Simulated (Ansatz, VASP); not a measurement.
# AlFe in VASP and in Ansatz

INCAR

```
SYSTEM = AlFe
PREC = Accurate
ENCUT = 520
EDIFF = 1E-6
ISMEAR = 0
SIGMA = 0.1
LREAL = .FALSE.
LASPH = .TRUE.
NELM = 150
ALGO = Normal
ISIF = 2
LWAVE = .FALSE.
LCHARG = .FALSE.
ISPIN = 2
MAGMOM = 0 0.77
LORBIT = 11
LMAXMIX = 4
GGA = PE
NBANDS = 16
```

Contents of KPOINTS:

```
regular mesh
0
G
  14 14 14
  0 0 0
```

Contents of POSCAR:

```
AlFe
1.0
    2.8156546003      0.0000000000      0.0000000000
    0.0000000000      2.8156546003      0.0000000000
    0.0000000000      0.0000000000      2.8156546003
Al Fe
1 1
Direct
    0.0000000000      0.0000000000      0.0000000000
    0.5000000000      0.5000000000      0.5000000000
```

Input for Ansatz:

```yaml
crystal:
  lattice:
    - [2.8156545857, 0.0, 0.0]
    - [0.0, 2.8156545857, 0.0]
    - [0.0, 0.0, 2.8156545857]
  atoms:
    - { symbol: Al, position: [0.0, 0.0, 0.0] }
    - { symbol: Fe, position: [0.5, 0.5, 0.5], spin: 0.77 }
basis:
  ecutwfc: 420
kpoints:
  mp_grid: { grid: [14, 14, 14] }
hamiltonian:
  xc: pbe
scf:
  occupations: { method: gaussian, width: 0.1 }
output:
  forces: true
  stress: true
  eigenvalues: true
  populations: true
magnetization:
  spin_polarized: true
```

Alike in both runs: task single point; functional PBE; k mesh 14 × 14 × 14; occupations gaussian, width 0.1 eV; collinear spin.

```csv
,VASP,Ansatz
version,VASP 6.6.1,Ansatz 0.2.0
potentials or method,"VASP PAW PBE potentials, release 64 (Al, Fe)","scalar-relativistic, plane waves, PAW"
plane-wave cutoff (eV),520,420
valence electrons in the cell,11,19
```

Ansatz gave:

| Quantity | Value |
| --- | --- |
| gap on the k mesh at the Fermi level (eV) | none |
| pressure (GPa) | 12.4 |
| net moment per atom (μB) | 0.32 |
| size of the moment on the site where the two differ most (μB) | 0.66 |

Q: Estimate VASP's values.

A: gap on the k mesh at the Fermi level (eV): none; pressure (GPa): 12.4; net moment per atom (μB): 0.32; size of the moment on the site where the two differ most (μB): 0.67.

Site moments also hang on the region over which each program counts them. A gap of «none» marks a metal or a gap that the smearing closes. The two sets of potentials don't hold the same shells in valence.
